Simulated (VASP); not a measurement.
# MoSe2 (P6_3/mmc) in VASP: notebook, part 2 of 2

VASP 6.6.1. Earlier steps stand in the parts before.

## (4) Relaxation of cell and atoms, rev-vdW-DF2

INCAR

```
PREC = Accurate ; ENCUT = 600
EDIFF = 1E-6 ; ISMEAR = 0
SIGMA = 0.03 ; LREAL = False
LASPH = True ; NELM = 80
ALGO = Normal ; ISIF = 3
LWAVE = False ; LCHARG = False
GGA = MK ; LUSE_VDW = True
AGGAC = 0.0 ; PARAM1 = 0.1234
PARAM2 = 0.711357 ; ZAB_VDW = -1.8867
IBRION = 2 ; NSW = 90
EDIFFG = -0.01 ; KPAR = 2
```

KPOINTS

```
regular mesh
0
Gamma
  9 9 2
```

POSCAR

```
MoSe2
1.0
    3.2880000000      0.0000000000      0.0000000000
   -1.6440000000      2.8474915276      0.0000000000
    0.0000000000      0.0000000000     12.9000000000
Mo Se
2 4
Direct
    0.3333333333      0.6666666667      0.2500000000
    0.6666666667      0.3333333333      0.7500000000
    0.3333333333      0.6666666667      0.6250000000
    0.6666666667      0.3333333333      0.1250000000
    0.3333333333      0.6666666667      0.8750000000
    0.6666666667      0.3333333333      0.3750000000
```

Potentials or basis: VASP PAW PBE potentials, release 64 (Mo_sv, Se).

Command:

```console
> cat potpaw_PBE.64/Mo_sv/POTCAR potpaw_PBE.64/Se/POTCAR > POTCAR
> mpirun -np 2 vasp_std > vasp.out
```

OUTCAR:

```text
PREC = Accurate
   ENCUT = 600
   EDIFF = 1E-6
   ISMEAR = 0
   LREAL = False
   LASPH = True
   NELM = 80
   ISIF = 3
   GGA = MK
   IBRION = 2
   NSW = 90
   EDIFFG = -0.01

 ion  position               nearest neighbor table
   1  0.333  0.667  0.250-   4 2.49   6 2.49   4 2.49   6 2.49   4 2.49   6 2.49
   2  0.667  0.333  0.750-   3 2.49   5 2.49   3 2.49   5 2.49   3 2.49   5 2.49
   3  0.333  0.667  0.625-   2 2.49   2 2.49   2 2.49
   4  0.667  0.333  0.125-   1 2.49   1 2.49   1 2.49
   5  0.333  0.667  0.875-   2 2.49   2 2.49   2 2.49
   6  0.667  0.333  0.375-   1 2.49   1 2.49   1 2.49

  LATTYP: Found a hexagonal cell.
 ALAT       =     3.2880000000
 C/A-ratio  =     3.9233576642

  Lattice vectors:

 A1 = (   3.2880000000,   0.0000000000,   0.0000000000)
 A2 = (  -1.6440000000,   2.8474915276,   0.0000000000)
 A3 = (   0.0000000000,   0.0000000000,  12.9000000000)

Analysis of symmetry for initial positions (statically):
=====================================================================
 Subroutine PRICEL returns:
 Original cell was already a primitive cell.

 Routine SETGRP: Setting up the symmetry group for a
 hexagonal supercell.

 Subroutine GETGRP returns: Found 24 space group operations
 (whereof 12 operations were pure point group operations)
 out of a pool of 24 trial point group operations.

The static configuration has the point symmetry D_3d.
 The point group associated with its full space group is D_6h.

Analysis of symmetry for dynamics (positions and initial velocities):
=====================================================================
 Subroutine PRICEL returns:
 Original cell was already a primitive cell.

 Routine SETGRP: Setting up the symmetry group for a
 hexagonal supercell.

 Subroutine GETGRP returns: Found 24 space group operations
 (whereof 12 operations were pure point group operations)
 out of a pool of 24 trial point group operations.

The dynamic configuration has the point symmetry D_3d.
 The point group associated with its full space group is D_6h.

 Subroutine INISYM returns: Found 24 space group operations
[... 126 lines left out ...]
  Fermi-wavevector in a.u.,A,eV,Ry     =   1.236179  2.336039 20.791580  1.528138
  Thomas-Fermi vector in A             =   2.370798
   LORBIT       =      0    0 simple, 1 ext, 2 COOP (PROOUT), +10 PAW based schemes
   GGA     = MK    functional components
   LHFCALC =     F    Hartree Fock is set to
   AEXX    =    0.0000 exact exchange contribution
   IVDW_NL    =     1    kernel type
   BPARAM     = 6.3000
   IVDW    =     0    specifies the selected vdW correction
   LEPSILON=     F    determine dielectric tensor
   LRPA    =     F    only Hartree local field effects (RPA)
 conjugate gradient relaxation of ions
 non-spin polarized calculation
 Gauss-broadening in eV      SIGMA  =   0.03
  energy-cutoff  :      600.00
  volume of cell :      120.78
 maximum number of plane-waves:      4085
 NGX is ok and might be reduce to    28
   NGX = 13   NGY = 13   NGZ = 51

--------------------------------------- Ionic step        1  -------------------------------------------

 number of electron      52.0000000 magnetization

 Free energy of the ion-electron system (eV)
  ---------------------------------------------------
  ext. energy  EPLUGINS =         0.00000000
  ---------------------------------------------------
  free energy    TOTEN  =       -29.17132112 eV

  energy without entropy =      -29.17132112  energy(sigma->0) =      -29.17132112

------------------------ aborting loop because EDIFF is reached ----------------------------------------

  FORCE on cell =-STRESS in cart. coord.  units (eV):
  Direction    XX          YY          ZZ          XY          YZ          ZX
  --------------------------------------------------------------------------------------
  -------------------------------------------------------------------------------------
  Total        3.6984085      3.6984085      7.8772882      0.0000000      0.0000000     -0.0000000
  in kB       49.0615772     49.0615772    104.4968877      0.0000000      0.0000000     -0.0000000
  external PRESSURE =      67.5400141 kB  Pullay stress =       0.0000000 kB
[... 109 lines left out ...]
  energy  without entropy=      -29.3350917694  energy(sigma->0) =      -29.33509177

Total vdW correction in eV:      6.8047646

[... ionic steps 4 to 13 ...]

--------------------------------------- Ionic step       14  -------------------------------------------

 number of electron      52.0000000 magnetization

------------------------ aborting loop because EDIFF is reached ----------------------------------------
[... 79 lines left out ...]
--------------------------------------- Ionic step       16  -------------------------------------------

 number of electron      52.0000000 magnetization

 Free energy of the ion-electron system (eV)
  ---------------------------------------------------
  ext. energy  EPLUGINS =         0.00000000
  ---------------------------------------------------
  free energy    TOTEN  =       -29.34308013 eV

  energy without entropy =      -29.34308013  energy(sigma->0) =      -29.34308013

 E-fermi :   6.3737     XC(G=0): -10.6782

 val. band max:        6.1111006214   @ k =   0.0000   0.0000   0.0000
 cond. band min:       7.0228032845   @ k =   0.2222   0.1111   0.0000
 fundamental gap:      0.9117026631
 Fermi energy:         6.3737483413

 k-point     1 :       0.0000    0.0000    0.0000
  band No.  band energies     occupation
      1     -55.0228      2.00000
      2     -55.0228      2.00000
      3     -29.1984      2.00000
      4     -29.1984      2.00000
      5     -29.0190      2.00000
      6     -29.0190      2.00000
[... 842 lines left out ...]
  energy  without entropy=      -29.3430801348  energy(sigma->0) =      -29.34308013

Total vdW correction in eV:      6.7249661

 reached required accuracy - stopping structural energy minimisation
```

OSZICAR:

```text
N       E                     dE             d eps       ncg     rms          rms(c)
DAV:   1     0.495670795772E+03    0.49567E+03   -0.31303E+04  1680   0.176E+03
DAV:   2    -0.223301131426E+01   -0.49790E+03   -0.48660E+03  1827   0.403E+02
DAV:   3    -0.304603171926E+02   -0.28227E+02   -0.27991E+02  1911   0.804E+01
DAV:   4    -0.310567853464E+02   -0.59647E+00   -0.59482E+00  1799   0.115E+01
[... 142 lines left out ...]
DAV:   1    -0.293431637237E+02   -0.97160E-04   -0.28343E-03  1502   0.393E-01    0.950E-02
DAV:   2    -0.293431021014E+02    0.61622E-04   -0.41353E-04  1707   0.130E-01    0.222E-02
DAV:   3    -0.293430864276E+02    0.15674E-04   -0.14376E-04  1740   0.477E-02    0.182E-02
DAV:   4    -0.293430805768E+02    0.58509E-05   -0.28935E-05  1741   0.305E-02    0.450E-03
DAV:   5    -0.293430801348E+02    0.44196E-06   -0.21145E-06  1017   0.878E-03
  16 F= -.29343080E+02 E0= -.29343080E+02  d E =-.280143E-04
```

Run time: 24 min. Hardware: 2 MPI ranks of Intel Xeon 6975P-C (Granite Rapids), shared host; peak memory 0.75 GiB.

Results:

```yaml
Free_energy: -29.3431 eV
Relaxed_volume: 20.53 Å³/atom
Relaxed_cell: a = 3.304 Å, b = 3.304 Å, c = 13.032 Å, α = 90.00°, β = 90.00°, γ = 120.00°
Space_group_after_relaxing_to_0.05_Å: P6_3/mmc (No. 194)
Energy_gained_by_relaxing: 28.6 meV/atom
Ionic_steps: 16
Pressure_after_relaxing: 0.0 GPa
Largest_force_after_relaxing: 0.006 eV/Å
Band_gap_on_the_k_mesh: 0.91 eV, indirect (least direct gap 1.41 eV)
```

Forces on the atoms (eV/Å):
```
Mo   0.000  0.000  0.000
Mo   0.000  0.000  0.000
Se   0.000  0.000 -0.006
Se   0.000  0.000 -0.006
Se   0.000  0.000  0.006
Se   0.000  0.000  0.006
```

Step by step:
| step | energy change (eV) | largest force (eV/Å) | pressure (GPa) | volume (Å³) |
| --- | --- | --- | --- | --- |
| 1 | 0.0000 | 1.2472 | 6.75 | 120.78 |
| 2 | 0.4134 | 1.6481 | -10.99 | 136.18 |
| 3 | -0.1638 | 0.0518 | -0.78 | 125.79 |
| 4 | -0.1641 | 0.0969 | -0.49 | 125.57 |
| 5 | -0.1641 | 0.1171 | -0.38 | 125.48 |
| 6 | -0.1688 | 0.0645 | -0.01 | 124.66 |
| 7 | -0.1689 | 0.0539 | 0.07 | 124.49 |
| 8 | -0.1693 | 0.0080 | -0.20 | 124.57 |
| 9 | -0.1694 | 0.0019 | -0.26 | 124.58 |
| 10 | -0.1696 | 0.0025 | -0.25 | 124.51 |
| 11 | -0.1702 | 0.0023 | -0.25 | 124.30 |
| 12 | -0.1712 | 0.0035 | -0.17 | 123.87 |
| 13 | -0.1717 | 0.0054 | -0.06 | 123.00 |
| 14 | -0.1717 | 0.0048 | -0.09 | 123.24 |
| 15 | -0.1717 | 0.0130 | 0.07 | 123.12 |
| 16 | -0.1718 | 0.0057 | 0.00 | 123.17 |

Final structure:
```
Mo Se
1.0
     3.30359    0.00000    0.00000
    -1.65179    2.86099    0.00000
     0.00000    0.00000   13.03158
Mo Se
2 4
Cartesian
  0.0000 1.9073 3.2579
  1.6518 0.9537 9.7737
  0.0000 1.9073 8.0969
  1.6518 0.9537 1.5811
  0.0000 1.9073 11.4504
  1.6518 0.9537 4.9346
```

Caveat: the PAW data sets were made with another functional, which shifts forces and pressure a little; an odd mesh through Γ misses points on the zone boundary, where band edges often lie.

## (5) Summary

```csv
task,level,cell,gap on the mesh (eV),pressure (GPa)
relaxation of shape and atoms at fixed volume,PBE,atoms relaxed at fixed volume from: a relaxed cell with its volume scaled by 1.04,1.43,-0.1
relaxation of shape and atoms at fixed volume,PBE,atoms relaxed at fixed volume from: a relaxed cell with its volume scaled by 1.06,1.43,-0.1
relaxation of cell and atoms,rev-vdW-DF2,relaxed,0.91,0.0
```

Alike in all rows: potentials or basis VASP PAW PBE potentials, release 64 (Mo_sv, Se); no spin polarisation; k mesh 9 × 9 × 2; cutoff (eV) 600; smearing gaussian 0.03 eV.

Caveats: an odd mesh through Γ misses points on the zone boundary, where band edges often lie; this functional lacks dispersion, which binds the layers, so the pressure and a relaxed spacing across them are unreliable (some runs); the PAW data sets were made with another functional, which shifts forces and pressure a little (some runs).

Total energies depend on the potentials used, so only differences within one code and one set of settings carry meaning.
